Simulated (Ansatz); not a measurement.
# Calculated electric field gradients for HfO₂ at a changed volume

The cell is a COD entry, relaxed with PBE at fixed cell and then changed (volume scaled by 0.94, ions relaxed).

Space group Pbca (No. 61); a = 4.9565, b = 9.8127, c = 5.1209 Å.

| site | Wyckoff | site symmetry | x | y | z |
| --- | --- | --- | --- | --- | --- |
| Hf | 8c | 1 | 0.7429 | 0.8850 | 0.9651 |
| O9 | 8c | 1 | 0.8548 | 0.7957 | 0.6138 |
| O17 | 8c | 1 | 0.5033 | 0.9741 | 0.2625 |

One atom of each set is listed.

Method: Kohn–Sham DFT in Ansatz, PBE, plane waves and PAW, scalar-relativistic, 420 eV cutoff, Γ-centred 5×3×5 k-points, Fermi–Dirac smearing 0.02 eV.

Conventions: |V_zz| ≥ |V_yy| ≥ |V_xx|, η = (V_xx − V_yy)/V_zz, C_Q = eQV_zz/h.

177Hf: I = 7/2, Q = 3365 mb; 17O: I = 5/2, Q = -25.58 mb. Q values from Pyykkö, Mol. Phys. 116, 1328 (2018).

```
site  atoms                                    first shell  V_zz (10²¹ V/m²)     η  C_Q (MHz)
  Hf      8                             7 O at 2.01–2.18 Å             13.58  0.44       1105
  O9      8  3 Hf at 2.01–2.15 Å; also 2 Hf at 3.18–3.26 Å             -2.72  0.74       1.68
 O17      8                            4 Hf at 2.09–2.18 Å             -1.70  0.39       1.05
```

Without spin–orbit coupling the gradients at and beside Hf can be off by some per cent, at some sites by more. At this changed cell the PBE pressure is 22 GPa.

The relaxation (6 steps) took 33 s of wall time (2.1 min of CPU time) and 1.7 GiB at its peak, on 4 threads of AMD EPYC 9R45 (Zen 5) (x86_64; 16 cores open to the job, memory cap 8.0 GiB, no GPU), a shared host with a load of 0.4 a core.
